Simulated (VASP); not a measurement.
Crystal: GaP.

```xyz
2
Lattice="0.0000 2.7250 2.7250 2.7250 0.0000 2.7250 2.7250 2.7250 0.0000" Properties=species:S:1:pos:R:3 pbc="T T T"
Ga    0.0000    0.0000    0.0000
P     1.3625    1.3625    1.3625
```

The cell was built by a generator and isn't the measured one.

| Quantity | Value |
| --- | --- |
| Program | VASP 6.6.1 |
| Task | relaxation of cell and atoms |
| Functional | PBE |
| Potentials or basis | VASP PAW PBE potentials, release 64 (Ga_d, P) |
| Cutoff | 600 eV |
| k mesh | 10 × 10 × 10 |
| Occupations | fermi-dirac, width 0.05 eV |
| Spin | no spin polarisation |

At the start: pressure 2.5 GPa; volume 20.23 Å³/atom.

Problem. Where does the relaxation end?

Solution. Over 3 steps the energy falls by 4.7 meV/atom and the volume is 20.86 Å³/atom (+3.1 %); space group F-43m (No. 216, to 0.05 Å).

The path:
| step | energy change (eV) | largest force (eV/Å) | pressure (GPa) | volume (Å³) |
| --- | --- | --- | --- | --- |
| 1 | 0.0000 | 0.0000 | 2.49 | 40.47 |
| 2 | -0.0073 | 0.0000 | -1.07 | 42.34 |
| 3 | -0.0094 | 0.0000 | 0.00 | 41.72 |

Final structure:
```
CELL_PARAMETERS angstrom
0.00000 2.75271 2.75271
2.75271 0.00000 2.75271
2.75271 2.75271 0.00000
ATOMIC_POSITIONS crystal
Ga 0.00000 0.00000 0.00000
P 0.25000 0.25000 0.25000
```
